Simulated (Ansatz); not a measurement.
## BN, space group Fmm2: a convergence test of the plane-wave cutoff

Computed with Ansatz 0.2.0, Python API.

`ecut_bn.py`
```python
"""Cutoff test for BN."""

import logging
import sys

import ansatz as az
from tabulate import tabulate

logging.basicConfig(stream=sys.stdout, format="%(name)s: %(message)s")
log = logging.getLogger("bn")
log.setLevel(logging.INFO)


def main() -> None:
    structure = (
        az.Lattice.of([0.0, 3.49532, 2.16609], [1.25163, 0.0, 2.16609], [1.25163, 3.49532, 0.0])
        .atom("B", [5e-05, 5e-05, 0.99995])
        .atom("N", [2 / 3, 2 / 3, 1 / 3])
    )

    calc = (
        structure.calculation()
        .kpoints(8, center="gamma")
        .occupations("Fixed")
        .functional("pbesol")
        .band_table()
    )

    rows = []
    for value in [250, 300, 350, 400, 450]:
        r = calc.basis(value).run().report
        rows.append((value, r["free_energy_ev"] / len(r["lattice"]["sites"]), r["n_iterations"], r["gap_by_band_count_ev"], r["n_pw"]))

    print(tabulate(rows, headers=["cutoff (eV)", "F/atom (eV)", "iterations", "gap by band count (eV)", "plane waves"], floatfmt=".4f", tablefmt="grid"))

    # the last row is the reference
    for row in rows[:-1]:
        shift = 1000 * (row[1] - rows[-1][1])
        log.info(f"{row[0]}: {shift:+.2f} meV/atom" + ("  (within 2 meV)" if abs(shift) < 2 else ""))


if __name__ == "__main__":
    main()
```

```console
$ python ecut_bn.py
DeckWarning: basis.ecutwfc = 250 eV is below the records' recommended 420 eV, and the density's cutoff is lower with it unless basis.ecutrho_ratio is high enough to keep the records' density cutoff: compare with a run at a higher cutoff
DeckWarning: basis.ecutwfc = 300 eV is below the records' recommended 420 eV, and the density's cutoff is lower with it unless basis.ecutrho_ratio is high enough to keep the records' density cutoff: compare with a run at a higher cutoff
DeckWarning: basis.ecutwfc = 350 eV is below the records' recommended 420 eV, and the density's cutoff is lower with it unless basis.ecutrho_ratio is high enough to keep the records' density cutoff: compare with a run at a higher cutoff
DeckWarning: basis.ecutwfc = 400 eV is below the records' recommended 420 eV, and the density's cutoff is lower with it unless basis.ecutrho_ratio is high enough to keep the records' density cutoff: compare with a run at a higher cutoff
+---------------+---------------+--------------+--------------------------+---------------+
|   cutoff (eV) |   F/atom (eV) |   iterations |   gap by band count (eV) |   plane waves |
+===============+===============+==============+==========================+===============+
|           250 |     -266.2585 |            6 |                   3.7082 |           175 |
+---------------+---------------+--------------+--------------------------+---------------+
|           300 |     -266.7344 |            6 |                   3.7137 |           221 |
+---------------+---------------+--------------+--------------------------+---------------+
|           350 |     -266.8565 |            6 |                   3.7216 |           287 |
+---------------+---------------+--------------+--------------------------+---------------+
|           400 |     -266.8852 |            6 |                   3.7195 |           333 |
+---------------+---------------+--------------+--------------------------+---------------+
|           450 |     -266.8908 |            6 |                   3.7193 |           431 |
+---------------+---------------+--------------+--------------------------+---------------+
bn: 250: +632.33 meV/atom
bn: 300: +156.43 meV/atom
bn: 350: +34.30 meV/atom
bn: 400: +5.66 meV/atom
```
(Warnings from the package without file and line.)

Caveats:
- Semilocal gaps usually lie well under measured ones.
- This cell is a computed structure, which may not be the phase found in nature.
- Gaps and levels are Kohn-Sham values on a finite set of k-points.
- Shifts are counted from the last row, which is itself no proven limit.
- Timing: 7.4 s on 1 thread of Arm Neoverse V1, on a shared host, peak memory 0.33 GiB.
